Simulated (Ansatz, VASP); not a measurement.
## Mg in VASP and in Ansatz

```
Mg
1.0
     3.20927    0.00000    0.00000
    -1.60464    2.77931    0.00000
     0.00000    0.00000    5.21033
Mg
2
Cartesian
  0.0000 1.8529 1.3026
  1.6046 0.9264 3.9077
```

Alike in both runs: task single point; functional PBE; k mesh 12 × 12 × 7; occupations fermi-dirac, width 0.05 eV; no spin polarisation.

|  | VASP | Ansatz |
| --- | --- | --- |
| version | VASP 6.6.1 | Ansatz 0.2.0 |
| potentials or method | VASP PAW PBE potentials, release 64 (Mg), cutoff 520 eV | all-electron LAPW, non-relativistic |

|  | VASP | Ansatz | Ansatz less VASP |
| --- | --- | --- | --- |
| pressure (GPa) | -0.6 | -0.5 | +0.14 |
| largest component of the traceless stress (GPa) | 0.58 | 0.57 | -0.003 |

Ansatz ran all-electron here, so the differences hold the error of VASP's frozen core and of both bases.
